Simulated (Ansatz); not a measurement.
# Ca: energy less free atoms and pressure against volume per atom

Results calculated with Ansatz 0.2.0, not measured. Periodic Kohn-Sham DFT of a crystal at fixed atoms; pressure and stress are positive in compression; the energy is the free energy less that of spherical unpolarised free atoms; site moments are those in the method's own spheres, positive along +z.

Cell of the first row (space group Pm-3m, No. 221):
```
CELL_PARAMETERS angstrom
3.46050 0.00000 0.00000
0.00000 3.46050 0.00000
0.00000 0.00000 3.46050
ATOMIC_POSITIONS crystal
Ca 0.00000 0.00000 0.00000
```

Settings of every row: method all-electron LAPW; functional PBE; relativity scalar; k mesh 13x13x13; filling fermi-dirac; smearing width 0.05 eV; basis error target 1 meV/atom; nucleus gaussian.

Atom start moment: 0 on all atoms.

Limits: the cell comes from a prototype or a list of computed structures and needn't be the stable phase.

```csv
row,volume per atom (Å³),energy less free atoms (eV/atom),pressure (GPa)
1,41.439,-1.5159,0.617
2,42.529,-1.519,0.297
3,43.62,-1.52,0.006
4,44.71,?,?
5,45.801,-1.5165,-0.495
```

Question: what energy less free atoms and pressure should row 4 give?

Worked fit of energy less free atoms. Take u = (V_r/V)^(2/3) − 1 with V_r = 43.075 Å³ an atom, which is twice the finite (Eulerian) strain; such expansions in the strain, on which the Birch-Murnaghan equation of state is built, carry the rest volume and the bulk modulus. The shown rows have u = 0.02615, 0.00854, -0.00835, -0.04008. Least squares give energy less free atoms = −1.51975 + 0.0572 × u + 3.452 × u² eV/atom; a straight line predicts inner rows, each left out in turn, worse (root mean square 0.0024 against 2.5e-05 eV/atom). All shown rows lie on it to the printed digit. Its lowest point lies at u = -0.0083, or V = 43.62 Å³ an atom, and the curvature there gives the bulk modulus at fixed shape and fractions, B = (4/9)(1 + u)² E″(u)/V = 11.1 GPa. The withheld row has u = -0.02453, so the fit gives −1.51975 + 0.0572 × (-0.02453) + 3.452 × (-0.02453)² = -1.5191 eV/atom.

The calculation gave -1.5191 eV/atom. The fit meets it to the printed digit.

Worked fit of pressure. Take u = (V_r/V)^(2/3) − 1 with V_r = 43.075 Å³ an atom, which is twice the finite (Eulerian) strain; such expansions in the strain, on which the Birch-Murnaghan equation of state is built, carry the rest volume and the bulk modulus. The shown rows have u = 0.02615, 0.00854, -0.00835, -0.04008. Least squares give pressure = 0.1478 + 17.194 × u + 28.82 × u² GPa; a straight line predicts inner rows, each left out in turn, worse (root mean square 0.02 against 0.00058 GPa). All shown rows lie on it to the printed digit. The pressure vanishes at u = -0.0087, or V = 43.64 Å³ an atom, and there the bulk modulus at fixed shape and fractions is B = −V dP/dV = (2/3)(1 + u) dP/du = 11 GPa. The withheld row has u = -0.02453, so the fit gives 0.1478 + 17.194 × (-0.02453) + 28.82 × (-0.02453)² = -0.257 GPa.

The calculation gave -0.257 GPa. The fit meets it to the printed digit.
